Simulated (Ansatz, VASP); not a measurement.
# LiH in VASP and in Ansatz

```xyz
4
Lattice="3.2878 0.0000 0.0000 -1.6439 2.8474 0.0000 0.0000 0.0000 4.1127" Properties=species:S:1:pos:R:3 pbc="T T T"
Li    0.0000    1.8982   -0.2571
Li    1.6439    0.9491    1.7992
H     0.0000    1.8982    1.7994
H     1.6439    0.9491    3.8557
```

Alike in both runs: task single point; functional PBE; k mesh 9 × 9 × 6; no spin polarisation.

```csv
,VASP,Ansatz
version,VASP 6.6.1,Ansatz 0.2.0
potentials or method,"VASP PAW PBE potentials, release 64 (Li_sv, H)","plane waves, PAW"
plane-wave cutoff (eV),520,420
occupations,"gaussian, width 0.01 eV",fixed
valence electrons in the cell,8,8
```

```tsv
	VASP	Ansatz	Ansatz less VASP
gap on the k mesh at the Fermi level (eV)	1.90	1.90	+0.006
```

Caveats: an odd mesh through Γ misses points on the zone boundary, where band edges often lie. Expect the measured gap to be larger: semilocal functionals such as PBE lack the derivative discontinuity.
